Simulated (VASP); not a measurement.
Calculation: PBEsol GGA, VASP's PBE PAW potentials (set 64) (plane waves; VASP 6.6.1).

The input files of a VASP run:

### INCAR
```
SYSTEM = CsCl
PREC = Accurate
ENCUT = 480
EDIFF = 1E-6
NELM = 100
ALGO = Normal
LREAL = .FALSE.
LASPH = .TRUE.
ISMEAR = 0
SIGMA = 0.05
GGA = PS
LMAXMIX = 4
LWAVE = .FALSE.
LCHARG = .FALSE.
IBRION = 2
ISIF = 3
NSW = 60
EDIFFG = -0.01
```

### KPOINTS
```
Automatic
0
Gamma
  6 6 6
0 0 0
```

File POSCAR:
```
CsCl
1.0
  4.1200000000   0.0000000000   0.0000000000
  0.0000000000   4.1200000000   0.0000000000
  0.0000000000   0.0000000000   4.1200000000
Cs Cl
1 1
Cartesian
  0.0000000000   0.0000000000   0.0000000000
  2.0600000000   2.0600000000   2.0600000000
```

POTCAR, in this order: Cs_sv Cl (PBE.64 set). Program: vasp_std.

Output

### OSZICAR
```
       N       E                     dE             d eps       ncg     rms          rms(c)
DAV:   1     0.899226296668E+02    0.89923E+02   -0.66510E+03   480   0.108E+03
DAV:   2    -0.964856579858E+00   -0.90887E+02   -0.85623E+02   716   0.181E+02
DAV:   3    -0.713447560558E+01   -0.61696E+01   -0.61476E+01   612   0.541E+01
DAV:   4    -0.720072093577E+01   -0.66245E-01   -0.66222E-01   552   0.682E+00
DAV:   5    -0.720168509744E+01   -0.96416E-03   -0.96411E-03   624   0.823E-01    0.212E+00
DAV:   6    -0.688364565563E+01    0.31804E+00   -0.54226E-01   532   0.425E+00    0.155E+00
DAV:   7    -0.684224335568E+01    0.41402E-01   -0.16429E-01   644   0.231E+00    0.881E-01
DAV:   8    -0.684073941815E+01    0.15039E-02   -0.12417E-02   552   0.848E-01    0.125E-01
DAV:   9    -0.684099282485E+01   -0.25341E-03   -0.28656E-03   628   0.351E-01    0.108E-01
DAV:  10    -0.684104088496E+01   -0.48060E-04   -0.23325E-04   572   0.122E-01    0.197E-02
DAV:  11    -0.684105319987E+01   -0.12315E-04   -0.40883E-05   612   0.423E-02    0.583E-03
DAV:  12    -0.684105285916E+01    0.34071E-06   -0.87601E-06   572   0.185E-02
   1 F= -.68410529E+01 E0= -.68410529E+01  d E =-.684105E+01
       N       E                     dE             d eps       ncg     rms          rms(c)
DAV:   1    -0.688296269942E+01   -0.41909E-01   -0.72162E-01   480   0.586E+00    0.103E+00
DAV:   2    -0.685098813965E+01    0.31975E-01   -0.55960E-02   500   0.145E+00    0.347E-01
DAV:   3    -0.684518497017E+01    0.58032E-02   -0.15610E-02   480   0.776E-01    0.191E-01
DAV:   4    -0.684484077905E+01    0.34419E-03   -0.11619E-03   528   0.225E-01    0.527E-02
DAV:   5    -0.684484150415E+01   -0.72509E-06   -0.72621E-05   544   0.588E-02    0.258E-02
DAV:   6    -0.684484446839E+01   -0.29642E-05   -0.47321E-06   532   0.164E-02    0.635E-03
DAV:   7    -0.684484484288E+01   -0.37449E-06   -0.53088E-07   272   0.505E-03
   2 F= -.68448448E+01 E0= -.68448448E+01  d E =-.379198E-02
       N       E                     dE             d eps       ncg     rms          rms(c)
DAV:   1    -0.687071073629E+01   -0.25866E-01   -0.47141E-01   480   0.474E+00    0.832E-01
DAV:   2    -0.684989656450E+01    0.20814E-01   -0.36159E-02   492   0.117E+00    0.281E-01
DAV:   3    -0.684607714755E+01    0.38194E-02   -0.10290E-02   488   0.631E-01    0.154E-01
DAV:   4    -0.684586095662E+01    0.21619E-03   -0.74831E-04   516   0.182E-01    0.428E-02
DAV:   5    -0.684586219227E+01   -0.12357E-05   -0.47976E-05   544   0.480E-02    0.209E-02
DAV:   6    -0.684586447696E+01   -0.22847E-05   -0.31070E-06   464   0.133E-02    0.523E-03
DAV:   7    -0.684586480960E+01   -0.33264E-06   -0.38817E-07   268   0.443E-03
   3 F= -.68458648E+01 E0= -.68458648E+01  d E =-.481195E-02
```

File OUTCAR:
```
------------------------ aborting loop because EDIFF is reached ----------------------------------------
  FORCE on cell =-STRESS in cart. coord.  units (eV):
  Direction    XX          YY          ZZ          XY          YZ          ZX
  --------------------------------------------------------------------------------------
  Total       -0.0031302     -0.0031302     -0.0031302     -0.0000000     -0.0000000      0.0000000
  in kB       -0.0742744     -0.0742744     -0.0742744     -0.0000000     -0.0000000      0.0000000
  external PRESSURE =      -0.0742744 kB  Pullay stress =       0.0000000 kB
  volume of cell :       67.52
      direct lattice vectors                 reciprocal lattice vectors
     4.072078599 -0.000000000 -0.000000000     0.245574828 -0.000000000  0.000000000
     0.000000000  4.072078599 -0.000000000     0.000000000  0.245574828 -0.000000000
    -0.000000000  0.000000000  4.072078599     0.000000000  0.000000000  0.245574828
 POSITION                                       TOTAL-FORCE (eV/Angst)
 -----------------------------------------------------------------------------------
      0.00000      0.00000      0.00000        -0.000000     -0.000000      0.000000
      2.03604      2.03604      2.03604         0.000000      0.000000      0.000000
 -----------------------------------------------------------------------------------
    total drift:                                0.000000      0.000000     -0.000000
  FREE ENERGIE OF THE ION-ELECTRON SYSTEM (eV)
  ---------------------------------------------------
  free  energy   TOTEN  =        -6.8458648096 eV

  energy  without entropy=       -6.8458648096  energy(sigma->0) =       -6.84586481

 reached required accuracy - stopping structural energy minimisation
```
(Selected blocks of OUTCAR.)

File CONTCAR:
```
CsCl
   1.00000000000000
     4.0720785987473809   -0.0000000000000000   -0.0000000000000000
     0.0000000000000000    4.0720785987473809   -0.0000000000000000
    -0.0000000000000000    0.0000000000000000    4.0720785987473809
  Cs              Cl
     1     1
Direct
     0.0000000000000000    0.0000000000000000    0.0000000000000000
     0.5000000000000000    0.5000000000000000    0.5000000000000000
```

**OUTCAR**
```
 val. band max:       -0.2098623294   @ k =   0.0000   0.0000   0.0000

 cond. band min:       5.0054007668   @ k =   0.0000   0.0000   0.0000


 Fermi energy:         0.0370968394

 k-point     1 :       0.0000    0.0000    0.0000
  band No.  band energies     occupation
      1     -19.5381      2.00000
      2     -12.4192      2.00000
      3      -5.9808      2.00000
      4      -5.9808      2.00000
      5      -5.9808      2.00000
      6      -0.2099      2.00000
      7      -0.2099      2.00000
      8      -0.2099      2.00000
      9       5.0054      0.00000
     10       5.0084      0.00000
     11       5.0084      0.00000
     12       9.9187      0.00000

 k-point     2 :       0.1667    0.0000    0.0000
  band No.  band energies     occupation
      1     -19.5140      2.00000
      2     -12.4331      2.00000
      3      -6.1438      2.00000
      4      -5.9401      2.00000
      5      -5.9401      2.00000
      6      -0.5987      2.00000
      7      -0.2776      2.00000
      8      -0.2776      2.00000
      9       5.2037      0.00000
     10       5.6070      0.00000
     11       5.7712      0.00000
     12       9.6895      0.00000

 k-point     3 :       0.3333    0.0000    0.0000
  band No.  band energies     occupation
      1     -19.4650      2.00000
      2     -12.4650      2.00000
      3      -6.4292      2.00000
      4      -5.8555      2.00000
      5      -5.8555      2.00000
      6      -1.2321      2.00000
      7      -0.4195      2.00000
      8      -0.4195      2.00000
      9       5.7175      0.00000
     10       6.7955      0.00000
     11       7.5688      0.00000
     12       9.4354      0.00000

 k-point     4 :       0.5000    0.0000    0.0000
  band No.  band energies     occupation
      1     -19.4400      2.00000
      2     -12.4831      2.00000
      3      -6.5546      2.00000
      4      -5.8114      2.00000
      5      -5.8114      2.00000
      6      -1.5044      2.00000
...
```

Energy and stress use the plane-wave basis of the starting cell. Unless said otherwise, spin-orbit coupling is left out, though it shifts the bands of the heavy elements here.

The compound is CsCl in the CsCl type structure. This run relaxes it. Symmetry was kept, so distortions that lower it aren't found.
